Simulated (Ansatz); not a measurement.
# Pressure series in CoPt

Consider CoPt (space group P4/mmm, No. 123; ferromagnetic).

```cif
data_CoPt
_chemical_formula_sum 'Co1 Pt1'
_space_group_name_H-M_alt 'P 1'
_space_group_IT_number 1
_cell_length_a 2.69483
_cell_length_b 2.69483
_cell_length_c 3.72423
_cell_angle_alpha 90.000
_cell_angle_beta 90.000
_cell_angle_gamma 90.000
loop_
_space_group_symop_operation_xyz
  'x, y, z'
loop_
_atom_site_label
_atom_site_type_symbol
_atom_site_fract_x
_atom_site_fract_y
_atom_site_fract_z
_atom_site_occupancy
Co1 Co 0.50000 0.50000 0.50000 1
Pt1 Pt 0.00000 0.00000 0.00000 1
```

Cell and atoms are relaxed at each pressure.

Level of theory: Ansatz (a first-principles code), PBE, PAW, cutoff 420 eV, spin-orbit coupling left out.

Notes on the quantities. enthalpy: H = E + PV relative to the base's energy.

```json
[
 {"change": "base", "lattice parameter a": "2.695 Å", "largest site moment": "1.94 μB", "enthalpy": "–", "c/a ratio": "1.382"},
 {"change": "pressure −2 GPa", "lattice parameter a": "___", "largest site moment": "1.95 μB", "enthalpy": "-0.17 eV/atom", "c/a ratio": "1.383"},
 {"change": "pressure −1 GPa", "lattice parameter a": "2.699 Å", "largest site moment": "1.95 μB", "enthalpy": "-0.08 eV/atom", "c/a ratio": "1.382"},
 {"change": "pressure 0.9 GPa", "lattice parameter a": "2.691 Å", "largest site moment": "1.93 μB", "enthalpy": "+0.08 eV/atom", "c/a ratio": "1.382"},
 {"change": "pressure 2.1 GPa", "lattice parameter a": "___", "largest site moment": "1.93 μB", "enthalpy": "+0.18 eV/atom", "c/a ratio": "1.381"},
 {"change": "pressure 4.5 GPa", "lattice parameter a": "2.679 Å", "largest site moment": "1.91 μB", "enthalpy": "+0.38 eV/atom", "c/a ratio": "1.379"},
 {"change": "pressure 9 GPa", "lattice parameter a": "2.665 Å", "largest site moment": "1.89 μB", "enthalpy": "+0.74 eV/atom", "c/a ratio": "1.377"},
 {"change": "pressure 15 GPa", "lattice parameter a": "2.648 Å", "largest site moment": "1.85 μB", "enthalpy": "+1.23 eV/atom", "c/a ratio": "___"},
 {"change": "pressure 22.5 GPa", "lattice parameter a": "2.629 Å", "largest site moment": "1.82 μB", "enthalpy": "+1.82 eV/atom", "c/a ratio": "1.370"},
 {"change": "pressure 30 GPa", "lattice parameter a": "2.612 Å", "largest site moment": "1.78 μB", "enthalpy": "+2.39 eV/atom", "c/a ratio": "1.366"}
]
```

### Question
Fill in the withheld entries from the trend.

### Answer

- pressure −2 GPa, lattice parameter a: 2.703 Å
- pressure 2.1 GPa, lattice parameter a: 2.687 Å
- pressure 15 GPa, c/a ratio: 1.374

The magnetic state is the one reached from the starting moments; the real material's order can differ, and small cells can't hold many antiferromagnetic ones. Load acts through the strain it causes; cell and atoms are relaxed under it. Whether these cells are dynamically stable was not tested. Competing high-pressure phases were not computed.
